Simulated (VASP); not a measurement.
# S (P3_221) in VASP: notebook, part 2 of 2

VASP 6.6.1.

## (4) Single point, PBEsol

Input file INCAR:

```
PREC     = Accurate       # precision mode
ENCUT    = 520            # plane-wave cutoff, eV
EDIFF    = 1E-6           # SCF threshold, eV
ISMEAR   = 0              # smearing method
SIGMA    = 0.02           # smearing width, eV
LREAL    = F              # projectors in reciprocal space
LASPH    = T              # aspherical terms in the spheres
NELM     = 60             # most SCF steps
ALGO     = Normal         # electronic algorithm
ISIF     = 2              # what is computed and relaxed
LWAVE    = F              # write WAVECAR
LCHARG   = F              # write CHGCAR
GGA      = PS             # functional
NBANDS   = 37             # bands
```

Input file KPOINTS:

```
Automatic mesh
0
Gamma
  6 6 6
```

Input file POSCAR:

```
S
1.0
    7.8483716200      0.0000000000      0.0000000000
   -3.9241858100      6.7968892000      0.0000000000
    0.0000000000      0.0000000000      4.3718472700
S
9
Direct
    0.1074698100      0.1074698100      0.5000000000
    0.4497097800      0.6897898700      0.7335943500
    0.6897898700      0.4497097800      0.2664056500
    0.8925301900      0.0000000000      0.1666666700
    0.2400800900      0.5502902200      0.0669276800
    0.3102101300      0.7599199100      0.4002610200
    0.5502902200      0.2400800900      0.9330723200
    0.7599199100      0.3102101300      0.5997389800
    0.0000000000      0.8925301900      0.8333333300
```

Potentials or basis: VASP PAW PBE potentials, release 64 (S).

Command:

```bash
cat potpaw_PBE.64/S/POTCAR > POTCAR
mpirun -np 1 vasp_std > vasp.out
```

OUTCAR:

```text
PREC = Accurate
   ENCUT = 520
   EDIFF = 1E-6
   ISMEAR = 0
   LREAL = F
   LASPH = T
   NELM = 60
   ISIF = 2
   GGA = PS

 ion  position               nearest neighbor table
   1  0.107  0.107  0.500-   9 2.06   4 2.06
   2  0.450  0.690  0.734-   5 2.06   6 2.06
   3  0.690  0.450  0.266-   7 2.06   8 2.06
   4  0.893  0.000  0.167-   1 2.06   9 2.06
   5  0.240  0.550  0.067-   2 2.06   6 2.06
   6  0.310  0.760  0.400-   2 2.06   5 2.06
   7  0.550  0.240  0.933-   3 2.06   8 2.06
   8  0.760  0.310  0.600-   3 2.06   7 2.06
   9  0.000  0.893  0.833-   1 2.06   4 2.06

  LATTYP: Found a hexagonal cell.
 ALAT       =     7.8483716200
 C/A-ratio  =     0.5570387695

  Lattice vectors:

 A1 = (   7.8483716200,   0.0000000000,   0.0000000000)
 A2 = (  -3.9241858100,   6.7968892000,   0.0000000000)
 A3 = (   0.0000000000,   0.0000000000,   4.3718472700)

Analysis of symmetry for initial positions (statically):
=====================================================================
 Subroutine PRICEL returns:
 Original cell was already a primitive cell.

 Routine SETGRP: Setting up the symmetry group for a
 hexagonal supercell.

 Subroutine GETGRP returns: Found  6 space group operations
 (whereof  2 operations were pure point group operations)
 out of a pool of 24 trial point group operations.

The static configuration has the point symmetry C_2 .
 The point group associated with its full space group is D_3 .

Analysis of symmetry for dynamics (positions and initial velocities):
=====================================================================
 Subroutine PRICEL returns:
 Original cell was already a primitive cell.

[... 138 lines left out ...]
   EFERMI_NEDOS =   21; number of points for ismear=-14 and -15
   IALGO  =     38    algorithm
   IMIX   =      4    mixing-type and parameters
     AMIX     =   0.40;   BMIX     =  1.00
     AMIX_MAG =   1.60;   BMIX_MAG =  1.00
  volume/ion in A,a.u.               =      25.91       174.87
  Fermi-wavevector in a.u.,A,eV,Ry     =   1.005282  1.899707 13.749933  1.010592
  Thomas-Fermi vector in A             =   2.137951
   LORBIT       =      0    0 simple, 1 ext, 2 COOP (PROOUT), +10 PAW based schemes
   GGA     = PS    functional components
   LHFCALC =     F    Hartree Fock is set to
   AEXX    =    0.0000 exact exchange contribution
   IVDW    =     0    specifies the selected vdW correction
   LEPSILON=     F    determine dielectric tensor
   LRPA    =     F    only Hartree local field effects (RPA)
 non-spin polarized calculation
 Gauss-broadening in eV      SIGMA  =   0.02
  energy-cutoff  :      520.00
  volume of cell :      233.21
 maximum number of plane-waves:      6322
 NGX is ok and might be reduce to    60
   NGX = 29   NGY = 29   NGZ = 17

 number of electron      53.9999994 magnetization

 Free energy of the ion-electron system (eV)
  ---------------------------------------------------
  ext. energy  EPLUGINS =         0.00000000
  ---------------------------------------------------
  free energy    TOTEN  =       -39.25757429 eV

  energy without entropy =      -39.25757429  energy(sigma->0) =      -39.25757429

 E-fermi :   1.9935     XC(G=0):  -8.3983

 val. band max:        1.9012218516   @ k =   0.0000   0.0000   0.3333
 cond. band min:       3.9416767503   @ k =   0.5000   0.0000   0.5000
 fundamental gap:      2.0404548988
 Fermi energy:         1.9934945996

 k-point     1 :       0.0000    0.0000    0.0000
  band No.  band energies     occupation
      1     -14.5684      2.00000
      2     -14.3862      2.00000
      3     -14.3731      2.00000
      4      -9.5252      2.00000
      5      -9.5252      2.00000
      6      -9.4389      2.00000
[... 949 lines left out ...]
     36       6.0212      0.00000
     37       8.9439      0.00000

 [... further k-points ...]
[... 5 lines left out ...]
  --------------------------------------------------------------------------------------
  -------------------------------------------------------------------------------------
  Total       -0.2067302     -0.2067302     -0.3896926      0.0000000      0.0000000      0.0000000
  in kB       -1.4202336     -1.4202336     -2.6771830      0.0000000      0.0000000      0.0000000
  external PRESSURE =      -1.8392167 kB  Pullay stress =       0.0000000 kB

 VOLUME and BASIS-vectors are now :
 -----------------------------------------------------------------------------
  energy-cutoff  :      520.00
  volume of cell :      233.21
      direct lattice vectors                 reciprocal lattice vectors
     7.848371620  0.000000000  0.000000000     0.127414966  0.073563065  0.000000000
    -3.924185810  6.796889200  0.000000000     0.000000000  0.147126129  0.000000000
     0.000000000  0.000000000  4.371847270     0.000000000  0.000000000  0.228736261

 POSITION                                       TOTAL-FORCE (eV/Angst)
 -----------------------------------------------------------------------------------
      0.42173      0.73046      2.18592         0.043115      0.074677     -0.000000
      0.82263      4.68843      3.20716         0.092245      0.013873      0.007408
      3.64898      3.05663      1.16468        -0.034108      0.086824     -0.007408
      7.00491      0.00000      0.72864        -0.086230     -0.000000     -0.000000
     -0.27520      3.74026      0.29260        -0.034108     -0.086824      0.007408
     -0.54742      5.16509      1.74988        -0.058137      0.072950      0.007408
      3.37676      1.63180      4.07925        -0.058137     -0.072950     -0.007408
      4.74681      2.10846      2.62197         0.092245     -0.013873     -0.007408
     -3.50245      6.06643      3.64321         0.043115     -0.074677     -0.000000
 -----------------------------------------------------------------------------------
    total drift:                                0.000038      0.000012     -0.000000

  FREE ENERGIE OF THE ION-ELECTRON SYSTEM (eV)
  ---------------------------------------------------
  free  energy   TOTEN  =       -39.2575742876 eV

  energy  without entropy=      -39.2575742876  energy(sigma->0) =      -39.25757429
```

It took 1.7 min on 1 thread of Intel Xeon 6975P-C (Granite Rapids), shared host; peak memory 0.43 GiB.

What came out:

| Item | Value |
| --- | --- |
| Free energy | -39.2576 eV |
| Pressure | -0.2 GPa |
| Largest force | 0.094 eV/Å |
| Band gap on the k mesh | 2.04 eV, indirect (least direct gap 2.22 eV) |

Forces on the atoms (eV/Å):
```
S    0.043  0.075  0.000
S    0.092  0.014  0.007
S   -0.034  0.087 -0.007
S   -0.086  0.000  0.000
S   -0.034 -0.087  0.007
S   -0.058  0.073  0.007
S   -0.058 -0.073 -0.007
S    0.092 -0.014 -0.007
S    0.043 -0.075  0.000
```

Caveat: the PAW data sets were made with another functional, which shifts forces and pressure a little.

## (5) Summary

| task | cell | k mesh | cutoff (eV) | mesh quality | gap on the mesh (eV) | pressure (GPa) | relaxed volume (Å³/atom) |
| --- | --- | --- | --- | --- | --- | --- | --- |
| relaxation of cell and atoms | relaxed | 6 × 6 × 6 | 300 | not flagged | 1.89 | 0.0 | 23.47 |
| relaxation of cell and atoms | relaxed | 3 × 3 × 2 | 600 | coarse | 1.93 | 0.0 | 22.55 |
| single point | as given | 6 × 6 × 6 | 520 | not flagged | 2.04 | -0.2 | - |

Alike in all rows: level PBEsol; potentials or basis VASP PAW PBE potentials, release 64 (S); no spin polarisation; smearing gaussian 0.02 eV.

Caveats: some runs use coarse meshes; the PAW data sets were made with another functional, which shifts forces and pressure a little; the cutoff is under 1.25 times the usual one of these potentials, so pressure, stress and relaxed cells hold a basis-set (Pulay) error (some runs); an odd mesh through Γ misses points on the zone boundary, where band edges often lie (some runs).

Total energies depend on the potentials used, so only differences within one code and one set of settings carry meaning.
